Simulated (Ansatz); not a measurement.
# BaO: further runs on the relaxed cell

The task here is to estimate one member of a computed series from the others.

Program: Ansatz 0.2.0. Level of theory: DFT PBE, scalar-relativistic, plane waves, PAW. These are calculated values, not measurements.

## The system as given

It takes space group Fm-3m (No. 225, cubic). Conventional cell: a = 5.573 Å, b = 5.573 Å, c = 5.573 Å, α = 90.00°, β = 90.00°, γ = 90.00°. Ba (site symmetry m-3m) is surrounded by 6 O at 2.79 Å. Around O (site symmetry m-3m) lie 6 Ba at 2.79 Å.

As a file:

```
CELL_PARAMETERS angstrom
0.00000 2.78666 2.78666
2.78666 0.00000 2.78666
2.78666 2.78666 0.00000
ATOMIC_POSITIONS crystal
Ba 0.00000 0.00000 0.00000
O 0.50000 0.50000 0.50000
```

This cell was relaxed beforehand with the same method: volume 21.64 Å³/atom, gap on the mesh 2.10 eV.

Set-up of the first run:

The input, input.yaml:

```yaml
crystal:
  lattice:
    - [0.0, 2.7585132009, 2.7585132009]
    - [2.7585132009, 0.0, 2.7585132009]
    - [2.7585132009, 2.7585132009, 0.0]
  atoms:
    - { symbol: Ba, position: [0.0, 0.0, 0.0] }
    - { symbol: O, position: [0.5, 0.5, 0.5] }
basis:
  ecutwfc: 420
kpoints:
  mp_grid: { grid: [8, 8, 8] }
hamiltonian:
  xc: pbe
scf:
  occupations: { method: gaussian, width: 0.02 }
output:
  forces: true
  stress: true
  eigenvalues: true
```

Launch:

```console
$ ansatz run input.yaml --threads 1 --pin off --max-ram 2560MiB --backend cpu --events-out ev --progress --plain --runs-dir out
```

Steps of the session up to this table: The cell scaled to 0.97 of its volume; Volume × 1.03; The cell scaled to 0.94 of its volume; Volume × 1.06; Volume × 0.91; The cell scaled to 1.10 of its volume; The cell scaled to 0.88 of its volume.

One table of the session follows, with a row left open; its other results are not shown here.

It belongs to the step «Energy against volume». 

| volume (Å³/atom) | energy above the lowest point (meV/atom) | pressure (GPa) | gap on the mesh (eV) |
| --- | --- | --- | --- |
| 19.043 | 85.5 | 11.86 | 1.61 |
| 19.692 | 45.2 | 8.11 | 1.76 |
| 20.341 | 19.0 | 4.94 | 1.89 |
| 20.991 | 4.5 | 2.27 | 2.00 |
| 21.640 | 0.0 | 0.01 | 2.10 |
| 22.289 | 3.9 | -1.90 | 2.19 |
| 22.938 | ? | ? | ? |
| 23.804 | 38.9 | -5.29 | 2.35 |

Estimate the missing values for volume (Å³/atom) = 22.938.

Worked estimate for «energy above the lowest point (meV/atom)». A straight line through the neighbours (22.289, 3.9) and (23.804, 38.9) gives 3.9 + (38.9 − 3.9) × (22.938 − 22.289) / (23.804 − 22.289) = 18.9; a parabola fitted to 3 rows on both sides gives 14.5.

**Answer.** energy above the lowest point (meV/atom): 15.1; pressure (GPa): -3.52; gap on the mesh (eV): 2.26. In «energy above the lowest point (meV/atom)» the line misses by +3.8 and the parabola by -0.6.
